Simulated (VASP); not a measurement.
# In2O3 (Ia-3) in VASP: a series of runs, part 2 of 2

VASP 6.6.1.

**3. Relaxation of cell and atoms, PBEsol**

This run uses another cell than the first one, of 13.14 Å³/atom, 1.009 times its volume.

Contents of INCAR:

```
SYSTEM = In2O3
PREC = Accurate ; ENCUT = 600
EDIFF = 1E-7 ; ISMEAR = 0
SIGMA = 0.03 ; LREAL = Auto
LASPH = .TRUE. ; NELM = 80
ALGO = Normal ; ISIF = 3
LWAVE = .FALSE. ; LCHARG = .FALSE.
GGA = PS ; IBRION = 2
NSW = 90 ; EDIFFG = -0.005
KPAR = 8
```

Contents of KPOINTS:

```
regular mesh
0
G
  4 4 4
  0 0 0
```

Contents of POSCAR:

```
In2O3                                   
1.0
   -5.0843717792      5.0843717792      5.0843717792
    5.0843717792     -5.0843717792      5.0843717792
    5.0843717792      5.0843717792     -5.0843717792
  In              O             
    16    24
Direct
     0.2500000000000000    0.2159366307584448    0.9659366307584446
     0.7500000000000000    0.2840633692415551    0.5340633692415554
     0.9659366307584446    0.2500000000000000    0.2159366307584447
     0.5340633692415554    0.7500000000000000    0.2840633692415551
     0.2159366307584448    0.9659366307584446    0.2500000000000000
     0.2840633692415551    0.5340633692415554    0.7500000000000000
     0.7500000000000000    0.7840633692415554    0.0340633692415552
     0.2500000000000000    0.7159366307584446    0.4659366307584449
     0.0340633692415552    0.7500000000000000    0.7840633692415554
     0.4659366307584449    0.2500000000000000    0.7159366307584446
     0.7840633692415554    0.0340633692415552    0.7500000000000000
     0.7159366307584446    0.4659366307584449    0.2500000000000000
     0.5000000000000000    0.5000000000000000    0.5000000000000000
     0.5000000000000000    0.0000000000000000    0.0000000000000000
     0.0000000000000000    0.5000000000000000    0.0000000000000000
     0.0000000000000000    0.0000000000000000    0.5000000000000000
     0.5367515521413176    0.7722251088474141    0.5446467764230281
     0.7275783324243859    0.9921047757182897    0.9553532235769719
     0.9632484478586824    0.5078952242817103    0.2354735567060961
     0.7724216675756141    0.7277748911525859    0.2645264432939038
     0.5446467764230281    0.5367515521413176    0.7722251088474141
     0.9553532235769719    0.7275783324243859    0.9921047757182897
     0.2354735567060961    0.9632484478586824    0.5078952242817103
     0.2645264432939038    0.7724216675756141    0.7277748911525859
     0.7722251088474141    0.5446467764230281    0.5367515521413176
     0.9921047757182897    0.9553532235769719    0.7275783324243859
     0.5078952242817103    0.2354735567060961    0.9632484478586824
     0.7277748911525859    0.2645264432939038    0.7724216675756141
     0.4632484478586821    0.2277748911525860    0.4553532235769720
     0.2724216675756140    0.0078952242817102    0.0446467764230280
     0.0367515521413178    0.4921047757182898    0.7645264432939040
     0.2275783324243859    0.2722251088474139    0.7354735567060960
     0.4553532235769720    0.4632484478586821    0.2277748911525860
     0.0446467764230280    0.2724216675756140    0.0078952242817102
     0.7645264432939040    0.0367515521413178    0.4921047757182898
     0.7354735567060960    0.2275783324243859    0.2722251088474139
     0.2277748911525860    0.4553532235769720    0.4632484478586821
     0.0078952242817102    0.0446467764230280    0.2724216675756140
     0.4921047757182898    0.7645264432939040    0.0367515521413178
     0.2722251088474139    0.7354735567060960    0.2275783324243859
```

Potentials or basis: VASP PAW PBE potentials, release 64 (In_d, O).

Launch:

```sh
$ cat potpaw_PBE.64/In_d/POTCAR potpaw_PBE.64/O/POTCAR > POTCAR
$ mpirun -np 8 vasp_std > vasp.out
```

Wall time 9.9 min (8 MPI ranks of Intel Xeon Platinum 8488C (Sapphire Rapids), shared host); peak memory 1.2 GiB.

It converged, with:

| Quantity | Value |
| --- | --- |
| Free energy | -238.6592 eV |
| Relaxed volume | 13.15 Å³/atom |
| Relaxed cell | a = 8.807 Å, b = 8.807 Å, c = 8.807 Å, α = 109.47°, β = 109.47°, γ = 109.47° |
| Space group after relaxing (to 0.05 Å) | Ia-3 (No. 206) |
| Energy gained by relaxing | 0.0 meV/atom |
| Ionic steps | 2 |
| Pressure after relaxing | 0.0 GPa |
| Band gap on the k mesh | 1.02 eV, direct |

Final structure:
```
CELL_PARAMETERS angstrom
-5.08495 5.08495 5.08495
5.08495 -5.08495 5.08495
5.08495 5.08495 -5.08495
ATOMIC_POSITIONS crystal
In 0.25000 0.21591 0.96591
In 0.75000 0.28409 0.53409
In 0.96591 0.25000 0.21591
In 0.53409 0.75000 0.28409
In 0.21591 0.96591 0.25000
In 0.28409 0.53409 0.75000
In 0.75000 0.78409 0.03409
In 0.25000 0.71591 0.46591
In 0.03409 0.75000 0.78409
In 0.46591 0.25000 0.71591
In 0.78409 0.03409 0.75000
In 0.71591 0.46591 0.25000
In 0.50000 0.50000 0.50000
In 0.50000 0.00000 0.00000
In 0.00000 0.50000 0.00000
In 0.00000 0.00000 0.50000
O 0.53671 0.77218 0.54460
O 0.72758 0.99211 0.95540
O 0.96329 0.50789 0.23547
O 0.77242 0.72782 0.26453
O 0.54460 0.53671 0.77218
O 0.95540 0.72758 0.99211
O 0.23547 0.96329 0.50789
O 0.26453 0.77242 0.72782
O 0.77218 0.54460 0.53671
O 0.99211 0.95540 0.72758
O 0.50789 0.23547 0.96329
O 0.72782 0.26453 0.77242
O 0.46329 0.22782 0.45540
O 0.27242 0.00789 0.04460
O 0.03671 0.49211 0.76453
O 0.22758 0.27218 0.73547
O 0.45540 0.46329 0.22782
O 0.04460 0.27242 0.00789
O 0.76453 0.03671 0.49211
O 0.73547 0.22758 0.27218
O 0.22782 0.45540 0.46329
O 0.00789 0.04460 0.27242
O 0.49211 0.76453 0.03671
O 0.27218 0.73547 0.22758
```

Levels at points of the mesh, in eV from the valence-band top:
| k point | band 172 | band 173 | band 174 | band 175 | band 176 | band 177 | band 178 | band 179 | band 180 | band 181 |
| --- | --- | --- | --- | --- | --- | --- | --- | --- | --- | --- |
| (0.00, 0.00, 0.00) | -0.24 | -0.24 | 0.00 | 0.00 | 0.00 | 1.02 | 5.36 | 5.36 | 5.36 | 5.44 |
| (0.50, 0.00, 0.00) | -0.22 | -0.15 | -0.15 | -0.03 | -0.03 | 3.12 | 3.12 | 4.85 | 4.85 | 4.94 |
| (0.50, 0.50, 0.50) | -0.24 | -0.23 | -0.23 | -0.23 | -0.16 | 4.00 | 4.00 | 4.00 | 4.05 | 4.05 |

Caveat: the PAW data sets were made with another functional, which shifts forces and pressure a little; spin-orbit coupling is left out, which moves the levels of the heavy elements. Expect the measured gap to be larger: semilocal functionals such as PBEsol lack the derivative discontinuity.
